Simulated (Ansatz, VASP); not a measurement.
# As: VASP beside Ansatz

Aim: how closely do two programs agree when they are given the same cell, functional and k mesh? The cell is taken from a series of runs on this material, whose earlier steps may have relaxed, scaled, displaced or heated it; both programs get it as it stands.

Method: plane waves, with VASP 6.6.1 beside it; single point at PBE, spin-orbit coupling, in Ansatz 0.2.0.

## (1) The starting structure

The cell holds 4 atoms: 4 As. Cell: a = 4.611 Å, b = 3.734 Å, c = 28.000 Å, α = 90.0°, β = 90.0°, γ = 90.0°. Vacuum lies along c.

Structure file:

```cif
data_structure
_symmetry_space_group_name_H-M 'P 1'
_symmetry_Int_Tables_number 1
_cell_length_a 4.6113
_cell_length_b 3.7340
_cell_length_c 28.0000
_cell_angle_alpha 90.000
_cell_angle_beta 90.000
_cell_angle_gamma 90.000
_cell_volume 482.13
loop_
_atom_site_label
_atom_site_type_symbol
_atom_site_fract_x
_atom_site_fract_y
_atom_site_fract_z
_atom_site_occupancy
As1 As 0.06656 0.00000 0.54291 1
As2 As 0.43344 0.50000 0.54291 1
As3 As 0.56656 0.50000 0.45709 1
As4 As 0.93344 0.00000 0.45709 1
```

## (2) VASP: single point, PBE, spin-orbit coupling, pair 1

With cell and atoms fixed, the geometry can't cause a difference; cores, projectors, grids and the points listed under the comparison can.

Lines of VASP's logs that name or quote its potential files are left out, and so is its time.

The input, INCAR:

```
SYSTEM = As
PREC = Accurate
ENCUT = 400
EDIFF = 1E-06
NELM = 200
ISMEAR = -1
SIGMA = 0.02
LREAL = .FALSE.
ALGO = Normal
GGA = PE
LNONCOLLINEAR = .TRUE.
MAGMOM = 0 0 0 0 0 0 0 0 0 0 0 0
NBANDS = 32
GGA_COMPAT = .FALSE.
LASPH = .TRUE.
LSORBIT = .TRUE.
LORBIT = 11
LWAVE = .FALSE.
LCHARG = .FALSE.
ISIF = 2
LDIPOL = .TRUE.
IDIPOL = 3
DIPOL = 0.5 0.5 0.5
LVHAR = .TRUE.
EFERMI = MIDGAP
NELMDL = -8
KPAR = 2
```

The input, POSCAR:

```
As
1.0
    4.6113238274      0.0000000000      0.0000000000
    0.0000000000      3.7340351249      0.0000000000
    0.0000000000      0.0000000000     28.0000000000
As
4
Direct
    0.0665644264      0.0000000000      0.5429084985
    0.4334355736      0.5000000000      0.5429084985
    0.5665644264      0.5000000000      0.4570915015
    0.9334355736      0.0000000000      0.4570915015
```

The input, KPOINTS:

```
Automatic mesh
0
Gamma
4 6 1
0 0 0
```

Potentials, in the order of the species: As (PBE family, release 64).

Launch:

```sh
$ mpirun -np 2 vasp_ncl
```

Numbers of over 12 decimals in the logs are rounded to 6 here.

The log of the run:

```text
[banner, memory and clock lines left out]
running    2 mpi-ranks, on    1 nodes
 distrk:  each k-point on    1 cores,    2 groups
 distr:  one band on    1 cores,    1 groups

 POSCAR found type information on POSCAR As
 POSCAR found :  1 types and       4 ions
 LDA part: xc-table for (Slater+PW92), standard interpolation
 POSCAR, INCAR and KPOINTS ok, starting setup
 FFT: planning ... GRIDC
 FFT: planning ... GRID_SOFT
 FFT: planning ... GRID
 WAVECAR not read
 entering main loop
       N       E                     dE             d eps       ncg     rms          rms(c)
DAV:   1     0.127104671970E+03    0.12710E+03   -0.48316E+03   800   0.672E+02
DAV:   2     0.127675441575E+01   -0.12583E+03   -0.12068E+03  1200   0.140E+02
DAV:   3    -0.180235239301E+02   -0.19300E+02   -0.19180E+02   952   0.607E+01
DAV:   4    -0.186792152761E+02   -0.65569E+00   -0.65359E+00  1024   0.142E+01
DAV:   5    -0.186892550365E+02   -0.10040E-01   -0.10015E-01   976   0.159E+00
DAV:   6    -0.186895667699E+02   -0.31173E-03   -0.31164E-03  1056   0.289E-01
DAV:   7    -0.186895766711E+02   -0.99012E-05   -0.99003E-05   992   0.402E-02
DAV:   8    -0.186895769661E+02   -0.29500E-06   -0.29503E-06   896   0.673E-03    0.462E+00
DAV:   9    -0.186236620508E+02    0.65915E-01   -0.30808E-02   840   0.932E-01    0.278E+00
DAV:  10    -0.185787011752E+02    0.44961E-01   -0.75836E-02   888   0.143E+00    0.191E-01
DAV:  11    -0.185778056088E+02    0.89557E-03   -0.19633E-03  1008   0.247E-01    0.128E-01
DAV:  12    -0.185762036149E+02    0.16020E-02   -0.15556E-03   944   0.191E-01    0.573E-02
DAV:  13    -0.185753797707E+02    0.82384E-03   -0.53058E-04   992   0.103E-01    0.316E-02
DAV:  14    -0.185754621643E+02   -0.82394E-04   -0.30294E-04   856   0.742E-02    0.239E-02
DAV:  15    -0.185756025409E+02   -0.14038E-03   -0.79776E-05   976   0.374E-02    0.139E-02
DAV:  16    -0.185759195829E+02   -0.31704E-03   -0.30202E-05   824   0.278E-02    0.904E-03
DAV:  17    -0.185761524291E+02   -0.23285E-03   -0.19653E-05   888   0.187E-02    0.348E-03
DAV:  18    -0.185762615951E+02   -0.10917E-03   -0.27344E-06   808   0.647E-03    0.346E-03
DAV:  19    -0.185763301451E+02   -0.68550E-04   -0.73124E-06   816   0.883E-03    0.116E-03
DAV:  20    -0.185763759474E+02   -0.45802E-04   -0.18821E-06   704   0.408E-03    0.743E-04
DAV:  21    -0.185764057736E+02   -0.29826E-04   -0.17816E-06   824   0.365E-03    0.482E-04
DAV:  22    -0.185764148017E+02   -0.90281E-05   -0.19704E-07   784   0.138E-03    0.366E-04
DAV:  23    -0.185764214048E+02   -0.66032E-05   -0.20901E-07   720   0.131E-03    0.306E-04
DAV:  24    -0.185764223232E+02   -0.91837E-06   -0.12501E-08   632   0.440E-04
   1 F= -.18576422E+02 E0= -.18576422E+02  d E =-.502130E-10  mag=     0.0000     0.0000    -0.0000
```

From OUTCAR (step 2):

```text
ion  position               nearest neighbor table
   1  0.067  0.000  0.543-   4 2.48   2 2.52   2 2.52
   2  0.433  0.500  0.543-   3 2.48   1 2.52   1 2.52
   3  0.567  0.500  0.457-   2 2.48   4 2.52   4 2.52
   4  0.933  0.000  0.457-   1 2.48   3 2.52   3 2.52

  LATTYP: Found a simple orthorhombic cell.
 ALAT       =     3.7340351249
 B/A-ratio  =     1.2349438806
 C/A-ratio  =     7.4985904158

 Subroutine GETGRP returns: Found  8 space group operations
 (whereof  4 operations were pure point group operations)

The static configuration has the point symmetry C_2h.
 The point group associated with its full space group is D_2h.

 Found     12 irreducible k-points:

   k-points           NKPTS =     12   k-points in BZ     NKDIM =     12   number of bands    NBANDS=     32

   dimension x,y,z NGX =    30 NGY =   24 NGZ =  192
   dimension x,y,z NGXF=    60 NGYF=   48 NGZF=  384

   ENCUT  =  400.0 eV  29.40 Ry    5.42 a.u.   7.52  6.09 45.66*2*pi/ulx,y,z

   NELECT =      20.0000    total number of electrons

 k-points in reciprocal lattice and weights: Automatic mesh
   0.00000000  0.00000000  0.00000000       0.042
   0.25000000  0.00000000  0.00000000       0.083
   0.50000000  0.00000000  0.00000000       0.042
   0.00000000  0.16666667  0.00000000       0.083
   0.25000000  0.16666667  0.00000000       0.167
   0.50000000  0.16666667  0.00000000       0.083
   0.00000000  0.33333333  0.00000000       0.083
   0.25000000  0.33333333  0.00000000       0.167
   0.50000000  0.33333333  0.00000000       0.083
   0.00000000  0.50000000  0.00000000       0.042
   0.25000000  0.50000000  0.00000000       0.083
   0.50000000  0.50000000  0.00000000       0.042

 dipolmoment           0.000000      0.000000     -0.000000 electrons x Angstroem

 average (electrostatic) potential at core
       1 -57.6475       2 -57.6475       3 -57.6475       4 -57.6475

 E-fermi :  -2.5098

 k-point     1 :       0.0000    0.0000    0.0000
  band No.  band energies     occupation
    ...
     16      -4.5002      1.00000
     17      -4.1292      1.00000
     18      -4.1292      1.00000
     19      -2.9319      1.00000
     20      -2.9319      1.00000
     21      -2.0876      0.00000
     22      -2.0876      0.00000
     23      -0.8698      0.00000
     24      -0.8698      0.00000
     25      -0.4175      0.00000
    ...

 k-point     2 :       0.2500    0.0000    0.0000
  band No.  band energies     occupation
    ...
     16      -4.2595      1.00000
     17      -4.0448      1.00000
     18      -4.0448      1.00000
     19      -3.3535      1.00000
     20      -3.3535      1.00000
     21      -1.4739      0.00000
     22      -1.4739      0.00000
     23      -1.2972      0.00000
     24      -1.2972      0.00000
     25      -0.5702      0.00000
    ...

 k-point     3 :       0.5000    0.0000    0.0000
  band No.  band energies     occupation
    ...
     16      -4.7371      1.00000
     17      -3.5731      1.00000
     18      -3.5731      1.00000
     19      -3.5731      1.00000
     20      -3.5731      1.00000
     21      -1.4494      0.00000
     22      -1.4494      0.00000
     23      -1.4494      0.00000
     24      -1.4494      0.00000
     25      -0.1333      0.00000
    ...

  Total        0.1059854      0.1620551      0.2750212      0.0000000      0.0000000      0.0000000
  in kB        0.3522043      0.5385317      0.9139337      0.0000000      0.0000000      0.0000000
  external PRESSURE =       0.6015566 kB  Pullay stress =       0.0000000 kB

  energy-cutoff  :      400.00
  volume of cell :      482.13
      direct lattice vectors                 reciprocal lattice vectors
     4.611323827  0.000000000  0.000000000     0.216857466  0.000000000  0.000000000
     0.000000000  3.734035125  0.000000000     0.000000000  0.267806801  0.000000000
     0.000000000  0.000000000 28.000000000     0.000000000  0.000000000  0.035714286

 POSITION                                       TOTAL-FORCE (eV/Angst)
 -----------------------------------------------------------------------------------
      0.30695      0.00000     15.20144        -0.020078      0.000000      0.060110
      1.99871      1.86702     15.20144         0.020078     -0.000000      0.060110
      2.61261      1.86702     12.79856        -0.020078      0.000000     -0.060110
      4.30437      0.00000     12.79856         0.020078     -0.000000     -0.060110
 -----------------------------------------------------------------------------------
    total drift:                               -0.000000      0.000000      0.000000

  FREE ENERGIE OF THE ION-ELECTRON SYSTEM (eV)
  ---------------------------------------------------
  free  energy   TOTEN  =       -18.5764223232 eV

  energy  without entropy=      -18.5764223232  energy(sigma->0) =      -18.57642232

 vacuum level on the upper side and lower side of the slab         1.685         1.685

 Spin-Orbit-Coupling matrix elements
 Ion:    1  E_soc:     -0.0250235
 Ion:    2  E_soc:     -0.0250235
 Ion:    3  E_soc:     -0.0250235
 Ion:    4  E_soc:     -0.0250235

 total charge
# of ion       s       p       d       tot
------------------------------------------
    1        1.292   1.371   0.042   2.705
    2        1.292   1.371   0.042   2.705
    3        1.292   1.371   0.042   2.705
    4        1.292   1.371   0.042   2.705
--------------------------------------------------
tot          5.170   5.485   0.166  10.821

 magnetization (x)
# of ion       s       p       d       tot
------------------------------------------
    1        0.000   0.000   0.000   0.000
    2        0.000   0.000   0.000   0.000
    3        0.000   0.000   0.000   0.000
    4        0.000   0.000   0.000   0.000
--------------------------------------------------
tot          0.000   0.000   0.000   0.000

 magnetization (y)
# of ion       s       p       d       tot
------------------------------------------
    1       -0.000  -0.000   0.000  -0.000
    2        0.000   0.000  -0.000   0.000
    3        0.000   0.000  -0.000   0.000
    4       -0.000  -0.000   0.000  -0.000
--------------------------------------------------
tot          0.000   0.000   0.000   0.000

 magnetization (z)
# of ion       s       p       d       tot
------------------------------------------
    1        0.000   0.000   0.000   0.000
    2        0.000   0.000   0.000   0.000
    3        0.000   0.000   0.000   0.000
    4        0.000   0.000   0.000   0.000
--------------------------------------------------
tot          0.000   0.000   0.000   0.000

[... 3 further parts left out ...]
```

## (3) Ansatz: single point, PBE, spin-orbit coupling, pair 1

Ansatz runs on its PAW fully relativistic soft_1 files.

The same cell, functional, mesh and smearing now go to Ansatz, which takes its cutoff from its data sets.

The input, input.yaml:

```yaml
crystal:
  lattice:
    - [4.6113238274, 0.0, 0.0]
    - [0.0, 3.7340351249, 0.0]
    - [0.0, 0.0, 28.0]
  atoms:
    - { symbol: As, position: [0.0665644264, 0.0, 0.5429084985] }
    - { symbol: As, position: [0.4334355736, 0.5, 0.5429084985] }
    - { symbol: As, position: [0.5665644264, 0.5, 0.4570915015] }
    - { symbol: As, position: [0.9334355736, 0.0, 0.4570915015] }
  periodic: [true, true, false]
kpoints:
  mp_grid: { grid: [4, 6, 1] }
  band_path:
    path:
      - [0.0, 0.0, 0.0]
      - [0.5, 0.0, 0.0]
      - [0.5, 0.5, 0.0]
      - [0.0, 0.5, 0.0]
      - [0.35, 0.0, 0.0]
    npoints: 1
hamiltonian:
  xc: pbe
  pseudopotentials: { kind: paw_fr, azcp: { folder: soft_1 } }
scf:
  occupations: { method: fermi_dirac, width: 0.02 }
  n_extra_bands: 10
magnetization:
  noncollinear: true
  spin_orbit: true
output:
  eigenvalues: true
```

Launch:

```sh
$ ansatz run input.yaml --threads 8 --pin off --max-ram 17510MiB --backend cpu --events-out ev --progress --plain --runs-dir out
```

The log of the run:

```text
scf.n_extra_bands = 10 over 60 filled bands (N_el = 60.0): the run solves 70 bands
Engine: ansatz 0.2.0, x86_64-unknown-linux-gnu
Pseudopotentials: kind: paw_fr
Pseudopotential: As, paw, valence charge 15, recommended cutoff 420 eV (normal), soft_1/As.paw.azcp
Functional definition: PBE
  parameter kappa = 0.804
  parameter beta = 0.066725
  exchange = pbe_x(kappa = kappa, mu = beta*pi^2/3)
  correlation = pbe_c(beta = beta)
non-collinear run that drives no moment, with spin-orbit: no starting moment large enough to seed its density (crystal.atoms[].spin), no starting occupations that ask for one, no magnetisation constraint and no magnetic field, so the semilocal B_xc is pinned to zero
Crystal: 4 atoms, lattice volume = 482.128 Å³
Basis set: ecut = 420 eV, 9431 PW (Γ)
Bands: 70, of which v1, the nominal top of the filled ones, is band 60 counted from 1 (59 counted from 0)
Symmetry: 8 space group operations + 8 with time reversal
Magnetic group: BNS 53.322 (UNI 420), of the structure as read, at distance tolerance 7.8e-5 Å
k-points: 12 of 24
Projection manifold: j_resolved (fully-relativistic pseudo-atomic orbitals)
Non-local potential: As, projectors of the file, resolved by j, l = 0: 2, l = 1: 4, l = 2: 6, l = 3: 2
PAW form: soft (Blöchl's): semilocal exchange-correlation on the pseudo side does not see the compensation charge
PAW one-centre angular grid: As, 590 points (default); XC on 96 Gauss nodes
Initial density: superposition of atomic densities (neutral atoms: chi_scale 0, normalization atom)
Initial wavefunctions: pseudopotential atomic-orbital guess
Functional: x = pbe(κ = 0.804, μ = 0.219515), c = pbe(β = 0.066725)
iter 1 solved again at ethr=9.05e-4 eV; its pass at ethr=3.10e-3 eV (dr2=5.43e-1 eV) is discarded
SCF iter   1: F=—  HF=-19425.013997 eV  |F-HF|=—  |Δ(HF+E_count)|=         —  Δρ=1.19e-2  dr2=5.43e-1  dr2_m=0.00e0 (ungated)  ethr=9.05e-4  |M|=0.00e0 ∫|m|=0.00e0 μB  |m|>n=0.0e0 m-floor=0.0e0 τ_xc=0.0e0  β_m=0.30  ⟨swp⟩=2.2  Hψ=2836  notcnv=0
preconditioner: auto → Resta (q_TF=auto, 1.928 Å⁻¹)  ε∞=1.8  [insulator: Δε(μ)=1.020 eV  Ē_g=8.583 eV  σ=0.020 eV  W_gap=1.00  n_scr=60 (ndim 8)  ℏωp=7.6 eV  f_vac=0.760  D(μ)=0.00/eV (n_scr^D=0)  ε∞_Penn≈1.8  vacuum switching on, ρ_ref=5.3e-3 e/Å³]
spin=Noncollinear: Resta preconditioning applied to the charge; magnetization (m_x, m_y, m_z) channels mix plain (no charge-response kernel on spin).
SCF iter   2: F=—  HF=-19424.966794 eV  |F-HF|=—  |Δ(HF+E_count)|=   4.72e-2  Δρ=8.50e-3  dr2=2.70e-1  dr2_m=0.00e0 (ungated)  ethr=9.05e-4  |M|=0.00e0 ∫|m|=0.00e0 μB  |m|>n=0.0e0 m-floor=0.0e0 τ_xc=0.0e0  β_m=0.65  ⟨swp⟩=2.3  Hψ=569  notcnv=0
SCF iter   3: F=—  HF=-19424.930151 eV  |F-HF|=—  |Δ(HF+E_count)|=   3.66e-2  Δρ=6.82e-4  dr2=1.65e-3  dr2_m=0.00e0 (ungated)  ethr=4.49e-4  |M|=0.00e0 ∫|m|=0.00e0 μB  |m|>n=0.0e0 m-floor=0.0e0 τ_xc=0.0e0  β_m=0.64  ⟨swp⟩=3.9  Hψ=659  notcnv=0
SCF iter   4: F=—  HF=-19424.929675 eV  |F-HF|=—  |Δ(HF+E_count)|=   4.76e-4  Δρ=2.69e-4  dr2=2.32e-4  dr2_m=0.00e0 (ungated)  ethr=2.75e-6  |M|=0.00e0 ∫|m|=0.00e0 μB  |m|>n=0.0e0 m-floor=0.0e0 τ_xc=0.0e0  β_m=0.76  ⟨swp⟩=3.2  Hψ=971  notcnv=0  defer=2
SCF iter   5: F=—  HF=-19424.929789 eV  |F-HF|=—  |Δ(HF+E_count)|=   1.14e-4  Δρ=4.59e-5  dr2=7.03e-6  dr2_m=0.00e0 (ungated)  ethr=3.86e-7  |M|=0.00e0 ∫|m|=0.00e0 μB  |m|>n=0.0e0 m-floor=0.0e0 τ_xc=0.0e0  β_m=0.81  ⟨swp⟩=2.8  Hψ=615  notcnv=0  defer=2
SCF iter   6: F=—  HF=-19424.929800 eV  |F-HF|=—  |Δ(HF+E_count)|=   1.12e-5  Δρ=8.32e-6  dr2=5.57e-7  dr2_m=0.00e0 (ungated)  ethr=1.17e-8  |M|=0.00e0 ∫|m|=0.00e0 μB  |m|>n=0.0e0 m-floor=0.0e0 τ_xc=0.0e0  β_m=0.83  ⟨swp⟩=3.8  Hψ=900  notcnv=0  defer=2
SCF iter   7: F=-19424.929800 eV  HF=-19424.929800 eV  |F-HF|=5.42e-8  |Δ(HF+E_count)|=   3.13e-8  Δρ=2.73e-6  dr2=5.06e-8  dr2_m=0.00e0 (ungated)  ethr=1.67e-10  |M|=0.00e0 ∫|m|=0.00e0 μB  |m|>n=0.0e0 m-floor=0.0e0 τ_xc=0.0e0  ⟨swp⟩=9.6  Hψ=1831  notcnv=0
SCF 1 converged in 7 iterations: F = -19424.929800 eV  dr2 = 5.06e-8
  greatest PAW one-centre occupation: 0.999 electrons in one spin orbital (limit 2), on the As atom at site 2 (counted from 0), in its partial waves of l = 2
NSCF: frozen V_eff on 5 k-points
SCF converged after 7 iterations
Magnetization: |M| = 0.0000 μB,  M = (+0.0000, +0.0000, +0.0000) μB
Absolute magnetization: 0.0000 μB (∫|m|)
  site 0: m = (+0.0000, +0.0000, +0.0000) μB, |m| = 0.0000 μB  (R = 1.02 Å)
  site 1: m = (+0.0000, +0.0000, +0.0000) μB, |m| = 0.0000 μB  (R = 1.02 Å)
  site 2: m = (+0.0000, +0.0000, +0.0000) μB, |m| = 0.0000 μB  (R = 1.02 Å)
  site 3: m = (+0.0000, +0.0000, +0.0000) μB, |m| = 0.0000 μB  (R = 1.02 Å)
Free energy (F): -19424.929800 eV
Harris-Foulkes:  -19424.929800 eV  (|F-HF|=5.42e-8)
Internal energy: -19424.929800 eV  (E = F + TS)
E sigma→0 (E₀):  -19424.929800 eV
Fermi energy:    -4.195413 eV
--- Per-component energies (eV) ---
  E_band       = -1812.415406
  E_kinetic    = 384.550020
  E_local      = -112719.401055  (includes V_loc(G=0)·N_el)
  E_nonlocal   = -1570.672802
  E_hartree    = 56417.615261
  E_xc         = -279.141255
  E_vxc        = -291.410912  (∫ρ·V_xc dr)
  E_paw        = -8055.414830  (= ΣΔE_a)
  E_vpaw       = -450.684747  (= ΣTr[D̂ρ^β])
  E_aug_tail   = -0.000021  (compensation charges beyond the density's cutoff)
  E_ewald      = 46397.534882
  E_smearing   = -0.000000  (= −TS)
  E_closure    = 0.000000  (closes the sum)
  Σ components = -19424.929800   (vs F -19424.929800, Δ=0.00e0)
--- Band table (eV; the first three rows and the last of 12) ---
  k-point 0: bands = [... 56 lower, -5.8028, -5.8028, -4.6232, -4.6232, -3.7676, -3.7676, -2.5279, -2.5279, ... 6 higher]
  k-point 1: bands = [... 56 lower, -6.0000, -6.0000, -4.8631, -4.8631, -3.5206, -3.5206, -2.5419, -2.5419, ... 6 higher]
  k-point 2: bands = [... 56 lower, -6.0582, -6.0582, -5.5945, -5.5945, -3.5962, -3.5962, -2.9114, -2.9114, ... 6 higher]
  k-point 11: bands = [... 56 lower, -6.0809, -6.0809, -5.9694, -5.9694, -1.9551, -1.9551, -1.8849, -1.8849, ... 6 higher]
  ° read free of the cell's end (the report's vacuum.weakly_bound_levels)
```

In the SCF lines HF is the Harris–Foulkes energy and dr2 the Hartree energy of the density residual, in eV; the loop may stop once dr2 is under the threshold and the program's other checks hold. Hψ counts applications of the Hamiltonian.

## (4) Differences

Known differences besides the potentials themselves: spin-orbit coupling enters by fully relativistic files in Ansatz and inside the spheres in VASP; Ansatz cuts the interaction across the vacuum, VASP repeats the sheet with a dipole correction; the data sets hold 60 valence electrons in Ansatz (on its PAW fully relativistic soft_1 files) and 20 in VASP; the cutoff is 420 eV in Ansatz and 400 eV in VASP. Total energies have different zeros and are not compared.

Compared:

```
              quantity  Ansatz   VASP  difference
gap on the k mesh (eV)   0.856  0.844      +0.011
```

A gap on the mesh is an upper bound, since the band edges may lie between its points. With vacuum in the cell, a pressure given here is an average over mostly empty space and none of the material.

[end of part 1 of 2]

[Lines on the potential files, build, host, timing and source positions are cut from VASP's logs without a mark.]

[Logs are printed without paths, hosts, clocks, repeated set-up lines and the standing remarks that a program may print on its own settings, such as how far it seeks lower states.]

[Hosts, paths, dates, database ids (printed as entryN), source tags and the programs' standing remarks are cut or masked in the printed files.]
